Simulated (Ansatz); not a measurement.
## C under changes of volume

One of the cells (5.672 Å³/atom); the others are scaled copies at fixed shape and fractional positions:

```
CELL_PARAMETERS angstrom
2.52210 0.00000 0.00000
-1.26105 2.18420 0.00000
0.00000 0.00000 8.23710
ATOMIC_POSITIONS crystal
C 0.66667 0.33333 0.84375
C 0.33333 0.66667 0.34375
C 0.66667 0.33333 0.65625
C 0.33333 0.66667 0.15625
C 0.00000 0.00000 0.90625
C 0.00000 0.00000 0.40625
C 0.00000 0.00000 0.59375
C 0.00000 0.00000 0.09375
```

This is a hexagonal form of diamond, not graphite.

```yaml
Program: Ansatz 0.2.0
Functional: PBEsol
Potentials_or_basis: all-electron LAPW, scalar-relativistic
Cutoff: 449 eV (chosen from the basis error)
Basis_error_allowed: 0.001 eV/atom
k_mesh: 12 × 12 × 4
Occupations: fermi-dirac, width 0.05 eV
Spin: no spin polarisation
```

```tsv
volume (Å³/atom)	energy over the lowest point (meV/atom)	pressure (GPa)	gap on the mesh (eV)	largest force (eV/Å)
5.332	21.45	25.9	4.42	0.371
5.445	7.07	14.9	4.37	0.356
5.559	0.15	4.8	4.33	0.342
5.672	0.00	-4.3	4.28	0.329
5.785	?	?	?	?
5.899	17.65	-20.2	4.18	0.306
6.012	34.39	-27.0	4.14	0.296
```

Task: What does the run at 5.785 Å³/atom give?

Result: Energy over the lowest point 6.02 meV/atom; pressure -12.6 GPa; gap on the mesh 4.23 eV; largest force 0.317 eV/Å.

Worked out: A Birch-Murnaghan fit of order 3 (a polynomial in V^(-2/3)) to the other rows has its minimum at 5.62 Å³/atom with B0 = V·E''(V) = 452 GPa and B' = 3.6 at fixed shape and positions, which overstates the stiffness. It gives 5.97 meV/atom at 5.785 Å³/atom, against the run's 6.02, and -dE/dV = -12.6 GPa, against -12.6. A straight line through the other rows of the gap, of slope -2.36 eV per unit of ln V, gives 4.23 eV, against the run's 4.23.

Energies are extrapolated to zero smearing.

A mesh can miss the band edges.
